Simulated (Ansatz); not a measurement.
# GaAs (rocksalt type): the cost of one run

Method: DFT PBE, with the methods named in each step, in Ansatz 0.2.0.

1 further run of the same task is left out (set aside as unsound or not needed).

### Step 1. The structure to begin with

It takes space group Fm-3m (No. 225, cubic). Conventional cell: a = 5.019 Å, b = 5.019 Å, c = 5.019 Å, α = 90.00°, β = 90.00°, γ = 90.00°. Around Ga (site symmetry m-3m) lie 6 As at 2.51 Å. As (site symmetry m-3m) is surrounded by 6 Ga at 2.51 Å.

As a file:

```cif
data_structure
_symmetry_space_group_name_H-M 'Fm-3m'
_symmetry_Int_Tables_number 225
_cell_length_a 5.0188
_cell_length_b 5.0188
_cell_length_c 5.0188
_cell_angle_alpha 90.000
_cell_angle_beta 90.000
_cell_angle_gamma 90.000
_cell_volume 126.42
loop_
_atom_site_label
_atom_site_type_symbol
_atom_site_symmetry_multiplicity
_atom_site_Wyckoff_symbol
_atom_site_fract_x
_atom_site_fract_y
_atom_site_fract_z
_atom_site_occupancy
Ga1 Ga 4 a 0.00000 0.00000 0.00000 1
As1 As 4 b 0.50000 0.00000 0.00000 1
```

The file gives the conventional cell by its symmetry; the runs use the cell typed in the input.

Whether this phase is the stable one at these pressures isn't tested.

Atoms are numbered in the order of the input: Ga1, As2.

### Step 2. Cell relaxed at zero pressure, PAW

File input.yaml:

```yaml
crystal:
  lattice:
    - [0.0, 2.5094205343, 2.5094205343]
    - [2.5094205343, 0.0, 2.5094205343]
    - [2.5094205343, 2.5094205343, 0.0]
  atoms:
    - { symbol: Ga, position: [0.0, 0.0, 0.0] }
    - { symbol: As, position: [0.5, 0.5, 0.5] }
kpoints:
  mp_grid: { grid: [15, 15, 15] }
scf:
  occupations: { method: fermi_dirac, width: 0.08 }
hamiltonian:
  xc: pbe
  pseudopotentials: { kind: paw }
output:
  forces: true
  stress: true
relax:
  f_tol: 0.005
  max_steps: 40
  cell: {}
```

On the command line:

```console
$ ansatz run input.yaml --threads 1 --pin off --max-ram 2048MiB --backend cpu --events-out ev --progress --plain --runs-dir out
```

**Question.** How long does this run take on 1 thread of Arm Neoverse V1, shared host, and how much memory does it need?

About 30 s, with a peak of 0.38 GiB.
